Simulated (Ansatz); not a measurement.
Given:

```
CELL_PARAMETERS angstrom
      5.36279     0.00000     0.00000
     -2.68140     4.64431     0.00000
      2.68139     1.54810     4.36414
ATOMIC_POSITIONS crystal
  La 0.50000 0.75000 0.75000
  La 0.50000 0.25000 0.25000
  Al 0.00000 0.00000 0.00000
  Al 0.00000 0.50000 0.50000
  O  0.96827 0.75000 0.75000
  O  0.03173 0.25000 0.25000
  O  0.50000 0.21827 0.75000
  O  0.50000 0.78173 0.25000
  O  0.03173 0.28173 0.75000
  O  0.96827 0.71827 0.25000
```

The cell is taken as given; by r2SCAN it stands under a pressure of 0.8 GPa.

Transport runs along the normal of the first two printed cell vectors, the (001) plane of the conventional cell.

The gap is the functional's own. No spin-orbit coupling. Mid-gap values are those at the computed energy nearest the middle.

Question: Estimate the band gap and the smallest decay constant κ at mid-gap that r2SCAN in Ansatz (an electronic-structure program) returns for this system.

Answer: Gap 4.44 eV on a 8×8×8 mesh; κ = 0.383 1/Å, at the zone centre.
